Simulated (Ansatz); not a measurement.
# C (Fd-3m) in Ansatz: a series of runs, part 2 of 2

Ansatz 0.2.0. The steps go on from the part before.

## 3. Single point, HSEsol, 5.33 Å³/atom (volume scaled by 0.94)

Contents of input.yaml:

```yaml
crystal:
  lattice:
    - [0.0, 1.7469644787, 1.7469644787]
    - [1.7469644787, 0.0, 1.7469644787]
    - [1.7469644787, 1.7469644787, 0.0]
  atoms:
    - { symbol: C, position: [0.75, 0.75, 0.75] }
    - { symbol: C, position: [0.5, 0.5, 0.5] }
hamiltonian:
  xc:
    exchange: hjs_pbesol
    correlation: pbesol
    exx: { coeff: 0.25, omega: 0.207 }
  pseudopotentials: { kind: paw }
kpoints:
  mp_grid: { grid: [7, 7, 7] }
scf:
  occupations: { method: fermi_dirac, width: 0.05 }
output:
  forces: true
  stress: true
  eigenvalues: true
  write_density: true
  write_potential: true
  elf: true
  volumetric_format: npy
```

Potentials or basis: Ansatz PAW.

Started as:

```console
$ ansatz run input.yaml --threads 2 --pin off --max-ram 5632MiB --backend cpu --events-out ev --progress --plain --runs-dir out
```

It took 3.9 s on 2 threads of Arm Neoverse V1, shared host; peak memory 0.43 GiB.

The run converged. Its results:

```yaml
Free_energy: -495.9566 eV
Pressure: 17.6 GPa
Band_gap_on_the_k_mesh: 5.49 eV, indirect (least direct gap 7.13 eV)
```

Caveat: the k mesh is coarse (spacing up to 0.44 Å⁻¹), so the values aren't converged, least of all with exact exchange; odd divisions of the mesh miss points on the zone boundary, where band edges often lie, so the gap on the mesh can be too wide; the pressure holds a Pulay correction of +0.8 GPa for the finite cutoff; the PAW data sets come from PBE, with cores solved anew for the run's functional, which leaves a small shift of forces and pressure; the thresholds are loose for stress.

## 4. Single point, HSEsol, 5.44 Å³/atom (volume scaled by 0.96)

Changes to input.yaml since step 3:

```diff
@@ -2,5 +2,5 @@
   lattice:
-    - [0.0, 1.7469644787, 1.7469644787]
-    - [1.7469644787, 0.0, 1.7469644787]
-    - [1.7469644787, 1.7469644787, 0.0]
+    - [0.0, 1.7592674508, 1.7592674508]
+    - [1.7592674508, 0.0, 1.7592674508]
+    - [1.7592674508, 1.7592674508, 0.0]
   atoms:
@@ -22,5 +22 @@
   eigenvalues: true
-  write_density: true
-  write_potential: true
-  elf: true
-  volumetric_format: npy
```

Started as:

```console
$ ansatz run input.yaml --threads 2 --pin off --max-ram 5632MiB --backend cpu --events-out ev --progress --plain --runs-dir out
```

Run time: 4 s. Hardware: 2 threads of Arm Neoverse V1, shared host; peak memory 0.44 GiB.

The run converged. Its results:

- Free energy: -495.9735 eV
- Pressure: 6.6 GPa
- Band gap on the k mesh: 5.43 eV, indirect (least direct gap 7.07 eV)

Caveat: the k mesh is coarse (spacing up to 0.44 Å⁻¹), so the values aren't converged, least of all with exact exchange; odd divisions of the mesh miss points on the zone boundary, where band edges often lie, so the gap on the mesh can be too wide; the pressure holds a Pulay correction of +0.8 GPa for the finite cutoff; the PAW data sets come from PBE, with cores solved anew for the run's functional, which leaves a small shift of forces and pressure; the thresholds are loose for stress.

## 5. Single point, HSEsol, 5.56 Å³/atom (volume scaled by 0.98)

Changes to input.yaml since step 4:

```diff
@@ -2,5 +2,5 @@
   lattice:
-    - [0.0, 1.7592674508, 1.7592674508]
-    - [1.7592674508, 0.0, 1.7592674508]
-    - [1.7592674508, 1.7592674508, 0.0]
+    - [0.0, 1.7714007132, 1.7714007132]
+    - [1.7714007132, 0.0, 1.7714007132]
+    - [1.7714007132, 1.7714007132, 0.0]
   atoms:
@@ -22 +22,5 @@
   eigenvalues: true
+  write_density: true
+  write_potential: true
+  elf: true
+  volumetric_format: npy
```

Started as:

```console
$ ansatz run input.yaml --threads 2 --pin off --max-ram 5632MiB --backend cpu --events-out ev --progress --plain --runs-dir out
```

Run time: 4.1 s. Hardware: 2 threads of Arm Neoverse V1, shared host; peak memory 0.44 GiB.

It converged, with:

```
Free energy            : -495.9759 eV
Pressure               : -3.4 GPa
Band gap on the k mesh : 5.39 eV, indirect (least direct gap 7.01 eV)
```

Caveat: the k mesh is coarse (spacing up to 0.44 Å⁻¹), so the values aren't converged, least of all with exact exchange; odd divisions of the mesh miss points on the zone boundary, where band edges often lie, so the gap on the mesh can be too wide; the pressure holds a Pulay correction of +0.8 GPa for the finite cutoff; the PAW data sets come from PBE, with cores solved anew for the run's functional, which leaves a small shift of forces and pressure; the thresholds are loose for stress.

## 6. Single point, HSEsol, 5.67 Å³/atom

Changes to input.yaml since step 5:

```diff
@@ -2,5 +2,5 @@
   lattice:
-    - [0.0, 1.7714007132, 1.7714007132]
-    - [1.7714007132, 0.0, 1.7714007132]
-    - [1.7714007132, 1.7714007132, 0.0]
+    - [0.0, 1.78337, 1.78337]
+    - [1.78337, 0.0, 1.78337]
+    - [1.78337, 1.78337, 0.0]
   atoms:
@@ -22,5 +22 @@
   eigenvalues: true
-  write_density: true
-  write_potential: true
-  elf: true
-  volumetric_format: npy
```

Potentials or basis: Ansatz PAW.

Started as:

```console
$ ansatz run input.yaml --threads 2 --pin off --max-ram 5632MiB --backend cpu --events-out ev --progress --plain --runs-dir out
```

Wall time 4.1 s (2 threads of Arm Neoverse V1, shared host); peak memory 0.44 GiB.

Results (log left out):

* Free energy: -495.9645 eV
* Pressure: -12.5 GPa
* Band gap on the k mesh: 5.34 eV, indirect (least direct gap 6.94 eV)

Caveat: the k mesh is coarse (spacing up to 0.44 Å⁻¹), so the values aren't converged, least of all with exact exchange; odd divisions of the mesh miss points on the zone boundary, where band edges often lie, so the gap on the mesh can be too wide; the pressure holds a Pulay correction of +0.8 GPa for the finite cutoff; the PAW data sets come from PBE, with cores solved anew for the run's functional, which leaves a small shift of forces and pressure; the thresholds are loose for stress.

## 7. Single point, HSEsol, 5.79 Å³/atom (volume scaled by 1.02)

Changes to input.yaml since step 6:

```diff
@@ -2,5 +2,5 @@
   lattice:
-    - [0.0, 1.78337, 1.78337]
-    - [1.78337, 0.0, 1.78337]
-    - [1.78337, 1.78337, 0.0]
+    - [0.0, 1.7951807415, 1.7951807415]
+    - [1.7951807415, 0.0, 1.7951807415]
+    - [1.7951807415, 1.7951807415, 0.0]
   atoms:
@@ -22 +22,5 @@
   eigenvalues: true
+  write_density: true
+  write_potential: true
+  elf: true
+  volumetric_format: npy
```

Started as:

```console
$ ansatz run input.yaml --threads 2 --pin off --max-ram 5632MiB --backend cpu --events-out ev --progress --plain --runs-dir out
```

It took 4 s on 2 threads of Arm Neoverse V1, shared host; peak memory 0.44 GiB.

The run converged. Its results:

```yaml
Free_energy: -495.9406 eV
Pressure: -20.8 GPa
Band_gap_on_the_k_mesh: 5.29 eV, indirect (least direct gap 6.88 eV)
```

Caveat: the k mesh is coarse (spacing up to 0.43 Å⁻¹), so the values aren't converged, least of all with exact exchange; odd divisions of the mesh miss points on the zone boundary, where band edges often lie, so the gap on the mesh can be too wide; the pressure holds a Pulay correction of +0.9 GPa for the finite cutoff; the PAW data sets come from PBE, with cores solved anew for the run's functional, which leaves a small shift of forces and pressure; the thresholds are loose for stress.

## 8. Single point, HSEsol, 5.90 Å³/atom (volume scaled by 1.04)

Changes to input.yaml since step 7:

```diff
@@ -2,5 +2,5 @@
   lattice:
-    - [0.0, 1.7951807415, 1.7951807415]
-    - [1.7951807415, 0.0, 1.7951807415]
-    - [1.7951807415, 1.7951807415, 0.0]
+    - [0.0, 1.806838086, 1.806838086]
+    - [1.806838086, 0.0, 1.806838086]
+    - [1.806838086, 1.806838086, 0.0]
   atoms:
```

Started as:

```console
$ ansatz run input.yaml --threads 2 --pin off --max-ram 5632MiB --backend cpu --events-out ev --progress --plain --runs-dir out
```

It took 4.1 s on 2 threads of Arm Neoverse V1, shared host; peak memory 0.44 GiB.

It converged, with:

| Item | Value |
| --- | --- |
| Free energy | -495.9057 eV |
| Pressure | -28.4 GPa |
| Band gap on the k mesh | 5.24 eV, indirect (least direct gap 6.83 eV) |

Caveat: the k mesh is coarse (spacing up to 0.43 Å⁻¹), so the values aren't converged, least of all with exact exchange; odd divisions of the mesh miss points on the zone boundary, where band edges often lie, so the gap on the mesh can be too wide; the pressure holds a Pulay correction of +0.8 GPa for the finite cutoff; the PAW data sets come from PBE, with cores solved anew for the run's functional, which leaves a small shift of forces and pressure; the thresholds are loose for stress.

## 9. Single point, HSEsol, 6.01 Å³/atom (volume scaled by 1.06)

Changes to input.yaml since step 8:

```diff
@@ -2,5 +2,5 @@
   lattice:
-    - [0.0, 1.806838086, 1.806838086]
-    - [1.806838086, 0.0, 1.806838086]
-    - [1.806838086, 1.806838086, 0.0]
+    - [0.0, 1.8183469191, 1.8183469191]
+    - [1.8183469191, 0.0, 1.8183469191]
+    - [1.8183469191, 1.8183469191, 0.0]
   atoms:
@@ -22,5 +22 @@
   eigenvalues: true
-  write_density: true
-  write_potential: true
-  elf: true
-  volumetric_format: npy
```

Potentials or basis: Ansatz PAW.

Started as:

```console
$ ansatz run input.yaml --threads 2 --pin off --max-ram 5632MiB --backend cpu --events-out ev --progress --plain --runs-dir out
```

Run time: 4.1 s. Hardware: 2 threads of Arm Neoverse V1, shared host; peak memory 0.44 GiB.

It converged, with:

* Free energy: -495.8604 eV
* Pressure: -35.3 GPa
* Band gap on the k mesh: 5.20 eV, indirect (least direct gap 6.77 eV)

Caveat: the k mesh is coarse (spacing up to 0.43 Å⁻¹), so the values aren't converged, least of all with exact exchange; odd divisions of the mesh miss points on the zone boundary, where band edges often lie, so the gap on the mesh can be too wide; the pressure holds a Pulay correction of +0.8 GPa for the finite cutoff; the PAW data sets come from PBE, with cores solved anew for the run's functional, which leaves a small shift of forces and pressure; the thresholds are loose for stress.

## 10. Equation of state, HSEsol

No new run: the results of the series are fitted here.

What came out:

- Equilibrium volume: 5.52 Å³/atom
- Bulk modulus: 482 GPa
- Pressure derivative of the bulk modulus: 3.6

Energy against volume, from the lowest point:
| volume (Å³/atom) | energy (meV/atom) |
| --- | --- |
| 5.332 | 9.69 |
| 5.445 | 1.20 |
| 5.558 | 0.00 |
| 5.672 | 5.73 |
| 5.785 | 17.67 |
| 5.899 | 35.14 |
| 6.012 | 57.78 |

Caveat: the k mesh is coarse (spacing up to 0.44 Å⁻¹), so the values aren't converged, least of all with exact exchange; the PAW data sets were made with another functional, which shifts forces and pressure a little.
